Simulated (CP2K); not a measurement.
Input of a CP2K 2026.2 run:

The input ca_charges.inp:

```
&GLOBAL
  PROJECT ca_charges
  RUN_TYPE ENERGY_FORCE
  PRINT_LEVEL LOW
&END GLOBAL
&FORCE_EVAL
  METHOD QS
  STRESS_TENSOR ANALYTICAL
  &DFT
    BASIS_SET_FILE_NAME BASIS_MOLOPT_UZH
    POTENTIAL_FILE_NAME POTENTIAL_UZH
    &MGRID
      CUTOFF 675
      REL_CUTOFF 60
      NGRIDS 4
    &END MGRID
    &QS
      METHOD GPW
      EPS_DEFAULT 1.0E-9
    &END QS
    &KPOINTS
      SCHEME MONKHORST-PACK 8 8 8
      GAMMA_CENTERED T
      SYMMETRY T
      SYMMETRY_BACKEND SPGLIB
    &END KPOINTS
    &SCF
      SCF_GUESS ATOMIC
      EPS_SCF 1.0E-6
      MAX_SCF 100
      ADDED_MOS 8
      CHOLESKY OFF
      EPS_EIGVAL 1.0E-7
      &DIAGONALIZATION ON
        ALGORITHM STANDARD
      &END DIAGONALIZATION
      &MIXING ON
        METHOD BROYDEN_MIXING
        ALPHA 0.4
        BETA 1.5
        NBUFFER 8
      &END MIXING
      &SMEAR ON
        METHOD FERMI_DIRAC
        ELECTRONIC_TEMPERATURE 580.23
      &END SMEAR
    &END SCF
    &XC
      &XC_FUNCTIONAL
        &MGGA_X_R2SCAN
        &END MGGA_X_R2SCAN
        &MGGA_C_R2SCAN
        &END MGGA_C_R2SCAN
      &END XC_FUNCTIONAL
    &END XC
    &PRINT
      &KPOINTS ON
      &END KPOINTS
      &MULLIKEN ON
      &END MULLIKEN
      &MO ON
        ENERGIES T
        OCCUPATION_NUMBERS T
        &EACH
          QS_SCF 0
        &END EACH
        ADD_LAST NUMERIC
      &END MO
      &LOWDIN ON
      &END LOWDIN
      &HIRSHFELD ON
        SHAPE_FUNCTION DENSITY
      &END HIRSHFELD
      &VORONOI ON
        VORONOI_RADII COVALENT
      &END VORONOI
    &END PRINT
  &END DFT
  &SUBSYS
    &CELL
      A 3.9515955360 0.0000000000 0.0000000000
      B 1.9757977680 3.4221821196 0.0000000000
      C 1.9757977680 1.1407273732 3.2264642443
      PERIODIC XYZ
    &END CELL
    &COORD
      Ca  0.0000000000 0.0000000000 0.0000000000
    &END COORD
    &KIND Ca
      BASIS_SET TZVP-MOLOPT-PBE-GTH-q10
      POTENTIAL GTH-PBE-q10
    &END KIND
    &PRINT
      &ATOMIC_COORDINATES ON
      &END ATOMIC_COORDINATES
      &CELL ON
      &END CELL
    &END PRINT
  &END SUBSYS
  &PRINT
    &FORCES ON
    &END FORCES
    &STRESS_TENSOR ON
    &END STRESS_TENSOR
  &END PRINT
&END FORCE_EVAL
```

Potentials or basis: POTENTIAL_UZH Ca GTH-PBE-q10; TZVP-MOLOPT-PBE-GTH basis.

Run with:

```console
$ OMP_NUM_THREADS=1 cp2k.psmp -i ca_charges.inp -o ca_charges.out
```

(1) Predict the band gap on the k mesh.

(2) What does it give for the pressure?

Results:

(1) none (metal or under the smearing width).

(2) 0.0 GPa.

Caveat: the potentials were made for another functional, which shifts forces and pressure; the basis of atomic orbitals isn't converged, which shifts pressures, moduli and gaps.
